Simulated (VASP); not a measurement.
# K (Pm-3m) in VASP: further runs

One crystal, K, is run at these levels: PBE; tasks: single point.

Everything below comes from runs of VASP 6.6.1. Logs are shortened: lines on timing, memory, paths and dates and some standing lists are left out, and cuts for length are marked.

## (1) The structure

Symmetry: Pm-3m, No. 221, cubic system. The conventional cell has a = 4.310 Å, b = 4.310 Å, c = 4.310 Å, α = 90.00°, β = 90.00°, γ = 90.00°. K (site symmetry m-3m) has 6 K at 4.31 Å as nearest neighbours.

This isn't the form of K at room conditions, which is bcc.

## (2) Single point, PBE

Input file INCAR:

```
  PREC = Accurate
  ENCUT = 400
  EDIFF = 1E-6
  ISMEAR = 0
  SIGMA = 0.02
  LREAL = False
  LASPH = True
  NELM = 100
  ALGO = Normal
  ISIF = 2
  LWAVE = False
  LCHARG = False
  GGA = PE
  NBANDS = 10
  ADDGRID = False
```

Input file KPOINTS:

```
regular mesh
0
Gamma
  6 6 6
```

Input file POSCAR:

```
K
1.0
    4.3104394900      0.0000000000      0.0000000000
    0.0000000000      4.3104394900      0.0000000000
    0.0000000000      0.0000000000      4.3104394900
K
1
Direct
    0.0000000000      0.0000000000      0.0000000000
```

Potentials or basis: VASP PAW PBE potentials, release 64 (K_sv).

Command:

```console
> cat potpaw_PBE.64/K_sv/POTCAR > POTCAR
> mpirun -np 1 vasp_std > vasp.out
```

OUTCAR:

```text
PREC = Accurate
   ENCUT = 400
   EDIFF = 1E-6
   ISMEAR = 0
   LREAL = False
   LASPH = True
   NELM = 100
   ISIF = 2
   GGA = PE

 Found     20 irreducible k-points:

 Following reciprocal coordinates:
            Coordinates               Weight
  0.000000  0.000000  0.000000      1.000000
  0.166667  0.000000  0.000000      6.000000
  0.333333  0.000000  0.000000      6.000000
  0.500000  0.000000  0.000000      3.000000
  0.166667  0.166667  0.000000     12.000000
  0.333333  0.166667  0.000000     24.000000
   k-points           NKPTS =     20   k-points in BZ     NKDIM =     20   number of bands    NBANDS=     10
   number of dos      NEDOS =    301   number of ions     NIONS =      1
   total plane-waves  NPLWV =  21952
   dimension x,y,z NGX =    28 NGY =   28 NGZ =   28
   dimension x,y,z NGXF=    56 NGYF=   56 NGZF=   56
   ions per type =               1
   NGX,Y,Z   is equivalent  to a cutoff of  10.80, 10.80, 10.80 a.u.
   NGXF,Y,Z  is equivalent  to a cutoff of  21.60, 21.60, 21.60 a.u.
 SYSTEM =  unknown system
   PREC   = accura    normal or accurate (medium, high low for compatibility)
   ISTART =      0    job   : 0-new  1-cont  2-samecut
   ICHARG =      2    charge: 1-file 2-atom 10-const
   ISPIN  =      1    spin polarized calculation?
   LNONCOLLINEAR =      F non collinear calculations
   LSORBIT =      F    spin-orbit coupling
   LASPH  =      T    aspherical Exc in radial PAW
   ENCUT  =  400.0 eV  29.40 Ry    5.42 a.u.   7.03  7.03  7.03*2*pi/ulx,y,z
   NELM   =    100;   NELMIN=  2; NELMDL= -5     # of ELM steps
   EDIFF  = 0.1E-05   stopping-criterion for ELM
   LREAL  =      F    real-space projection
   EDIFFG = 0.1E-04   stopping-criterion for IOM
   NSW    =      0    number of steps for IOM
   IBRION =     -1    ionic relax: 0-MD 1-quasi-New 2-CG
   NFREE  =      0    steps in history (QN), initial steepest desc. (CG)
   ISIF   =      2    stress and relaxation
   ISYM   =      2    0-nonsym 1-usesym 2-fastsym
   POTIM  = 0.5000    time-step for ionic-motion
   TEBEG  =    0.0;   TEEND  =   0.0 temperature during run
   PSTRESS=    0.0 pullay stress
   NELECT =       9.0000    total number of electrons
   NUPDOWN=      -1.0000    fix difference up-down
   EMIN   =  10.00;   EMAX   =-10.00  energy-range for DOS
   EFERMI =   0.00;   METHOD = LEGACY
   ISMEAR =     0;   SIGMA  =   0.02  broadening in eV -4-tet -1-fermi 0-gaus
   EFERMI_NEDOS =   21; number of points for ismear=-14 and -15
   IALGO  =     38    algorithm
   IMIX   =      4    mixing-type and parameters
     AMIX     =   0.40;   BMIX     =  1.00
     AMIX_MAG =   1.60;   BMIX_MAG =  1.00
  volume/ion in A,a.u.               =      80.09       540.46
  Fermi-wavevector in a.u.,A,eV,Ry     =   0.790013  1.492908  8.491671  0.624120
  Thomas-Fermi vector in A             =   1.895269
   LORBIT       =      0    0 simple, 1 ext, 2 COOP (PROOUT), +10 PAW based schemes
   GGA     = PE    functional components
   LHFCALC =     F    Hartree Fock is set to
   AEXX    =    0.0000 exact exchange contribution
   IVDW    =     0    specifies the selected vdW correction
   LEPSILON=     F    determine dielectric tensor
   LRPA    =     F    only Hartree local field effects (RPA)
 non-spin polarized calculation
 Gauss-broadening in eV      SIGMA  =   0.02
  energy-cutoff  :      400.00
  volume of cell :       80.09
 maximum number of plane-waves:      1472
   NGX = 15   NGY = 15   NGZ = 15

 number of electron       9.0000006 magnetization

 Free energy of the ion-electron system (eV)
  ---------------------------------------------------
  ext. energy  EPLUGINS =         0.00000000
  ---------------------------------------------------
  free energy    TOTEN  =        -0.93185709 eV

  energy without entropy =       -0.93060334  energy(sigma->0) =       -0.93123021

 E-fermi :  -0.2035     XC(G=0):  -5.4397

 val. band max:       -0.2035148949   @ k =   0.3333   0.3333   0.1667
 cond. band min:      -0.0859797115   @ k =   0.5000   0.0000   0.0000
 fundamental gap:      0.1175351834
 Fermi energy:        -0.2035148949

 k-point     1 :       0.0000    0.0000    0.0000
  band No.  band energies     occupation
      1     -32.6146      2.00000
      2     -16.0558      2.00000
      3     -16.0558      2.00000
      4     -16.0558      2.00000
      5      -2.3175      2.00000
      6       2.6209      0.00000
      7       2.6209      0.00000
      8       5.8665      0.00000
      9       5.8888      0.00000
     10       6.0287      0.00000

 k-point     2 :       0.1667    0.0000    0.0000
  band No.  band energies     occupation
      1     -32.6136      2.00000
      2     -16.0768      2.00000
      3     -16.0540      2.00000
      4     -16.0540      2.00000
      5      -2.0629      2.00000
      6       2.3025      0.00000
      7       2.7460      0.00000
      8       5.1291      0.00000
      9       5.1291      0.00000
     10       5.4183      0.00000

 k-point     3 :       0.3333    0.0000    0.0000
  band No.  band energies     occupation
      1     -32.6116      2.00000
      2     -16.1183      2.00000
      3     -16.0505      2.00000
      4     -16.0505      2.00000
      5      -1.3325      2.00000
      6       1.1652      0.00000
      7       3.0415      0.00000
      8       4.5696      0.00000
      9       4.5696      0.00000
     10       5.7090      0.00000

 k-point     4 :       0.5000    0.0000    0.0000
  band No.  band energies     occupation
      1     -32.6106      2.00000
      2     -16.1389      2.00000
      3     -16.0487      2.00000
      4     -16.0487      2.00000
      5      -0.3171      2.00000
      6      -0.0860      0.00000
      7       3.2233      0.00000
      8       4.3708      0.00000
      9       4.3708      0.00000
     10       6.0104      0.00000

 k-point     5 :       0.1667    0.1667    0.0000
  band No.  band energies     occupation
      1     -32.6126      2.00000
      2     -16.0756      2.00000
      3     -16.0741      2.00000
      4     -16.0523      2.00000
      5      -1.8121      2.00000
      6       2.3806      0.00000
      7       2.5610      0.00000
      8       4.3104      0.00000
      9       5.0365      0.00000
     10       5.5542      0.00000

 k-point     6 :       0.3333    0.1667    0.0000
  band No.  band energies     occupation
      1     -32.6106      2.00000
      2     -16.1160      2.00000
      3     -16.0709      2.00000
      4     -16.0488      2.00000
      5      -1.0933      2.00000
      6       1.3503      0.00000
      7       2.8692      0.00000
      8       3.9699      0.00000
      9       4.6493      0.00000
     10       5.5241      0.00000

 [... further k-points ...]

------------------------ aborting loop because EDIFF is reached ----------------------------------------

  FORCE on cell =-STRESS in cart. coord.  units (eV):
  Direction    XX          YY          ZZ          XY          YZ          ZX
  --------------------------------------------------------------------------------------
  -------------------------------------------------------------------------------------
  Total       -0.0196192     -0.0196192     -0.0196192     -0.0000000      0.0000000     -0.0000000
  in kB       -0.3924883     -0.3924883     -0.3924883     -0.0000000      0.0000000     -0.0000000
  external PRESSURE =      -0.3924883 kB  Pullay stress =       0.0000000 kB

 VOLUME and BASIS-vectors are now :
 -----------------------------------------------------------------------------
  energy-cutoff  :      400.00
  volume of cell :       80.09
      direct lattice vectors                 reciprocal lattice vectors
     4.310439490  0.000000000  0.000000000     0.231994905  0.000000000  0.000000000
     0.000000000  4.310439490  0.000000000     0.000000000  0.231994905  0.000000000
     0.000000000  0.000000000  4.310439490     0.000000000  0.000000000  0.231994905

 POSITION                                       TOTAL-FORCE (eV/Angst)
 -----------------------------------------------------------------------------------
      0.00000      0.00000      0.00000         0.000000      0.000000      0.000000
 -----------------------------------------------------------------------------------
    total drift:                               -0.000000      0.000000     -0.000000

  FREE ENERGIE OF THE ION-ELECTRON SYSTEM (eV)
  ---------------------------------------------------
  free  energy   TOTEN  =        -0.9318570904 eV

  energy  without entropy=       -0.9306033357  energy(sigma->0) =       -0.93123021
```

Run time: 6.2 s. Hardware: 1 thread of Intel Xeon Platinum 8488C (Sapphire Rapids), shared host; peak memory 0.15 GiB.

The run converged, but some of its settings lie outside the range that counts as converged, so its numbers aren't taken as properties of the crystal.

Results:

- Free energy: -0.9319 eV
- Pressure: 0.0 GPa
- Band gap on the k mesh: none (metal or under the smearing width)

## (3) Single point, PBE

INCAR: that of step 2 with these lines changed.

```diff
@@ -1,2 +1,2 @@
-  PREC = Accurate
+  PREC = Low
   ENCUT = 400
@@ -4,3 +4,3 @@
   ISMEAR = 0
-  SIGMA = 0.02
+  SIGMA = 0.2
   LREAL = False
```

KPOINTS is that of step 2.

POSCAR is that of step 2.

Potentials or basis: VASP PAW PBE potentials, release 64 (K_sv).

Command:

```console
> cat potpaw_PBE.64/K_sv/POTCAR > POTCAR
> mpirun -np 1 vasp_std > vasp.out
```

Run time: 3.4 s. Hardware: 1 thread of Intel Xeon Platinum 8488C (Sapphire Rapids), shared host; peak memory 0.11 GiB.

The run converged, but some of its settings lie outside the range that counts as converged, so its numbers aren't taken as properties of the crystal.

What came out:

```
Free energy            : -0.9459 eV
Pressure               : 0.0 GPa
Band gap on the k mesh : none (metal or under the smearing width)
```
